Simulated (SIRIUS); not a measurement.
## BeS under changes of volume

One of the cells (14.546 Å³/atom); the others are scaled copies at fixed shape and fractional positions:

```
S Be
1.0
     0.00000    2.44106    2.44106
     2.44106    0.00000    2.44106
     2.44106    2.44106    0.00000
S Be
1 1
Direct
  0.75000 0.75000 0.75000
  0.00000 0.00000 0.00000
```

| Item | Value |
| --- | --- |
| Program | SIRIUS 7.10.0 |
| Functional | PBEsol |
| Potentials or basis | PseudoDojo 0.4.1 PBEsol standard (scalar relativistic) |
| Cutoff | 1202 eV |
| Density cutoff | 4809 eV |
| k mesh | 9 × 9 × 9 |
| Occupations | fermi-dirac, width 0.05 eV |
| Spin | no spin polarisation |

```tsv
volume (Å³/atom)	energy over the lowest point (meV/atom)	pressure (GPa)	gap on the mesh (eV)
13.405	12.89	6.0	2.89
13.690	?	?	?
13.975	0.00	1.4	2.98
14.546	2.03	-2.4	3.07
14.831	7.82	-4.1	3.11
15.116	16.39	-5.6	3.14
```

Question: What does the run at 13.690 Å³/atom give?

Answer: Energy over the lowest point 4.40 meV/atom; pressure 3.6 GPa; gap on the mesh 2.94 eV.

Worked out: A Birch-Murnaghan fit of order 3 (a polynomial in V^(-2/3)) to the other rows has its minimum at 14.17 Å³/atom with B0 = V·E''(V) = 97 GPa and B' = 3.8. It gives 4.40 meV/atom at 13.690 Å³/atom, against the run's 4.40, and -dE/dV = 3.6 GPa, against 3.6. A straight line through the other rows of the gap, of slope 2.12 eV per unit of ln V, gives 2.94 eV, against the run's 2.94.

Energies are extrapolated to zero smearing.

Caveats: an odd mesh through Γ misses points on the zone boundary, where band edges often lie.
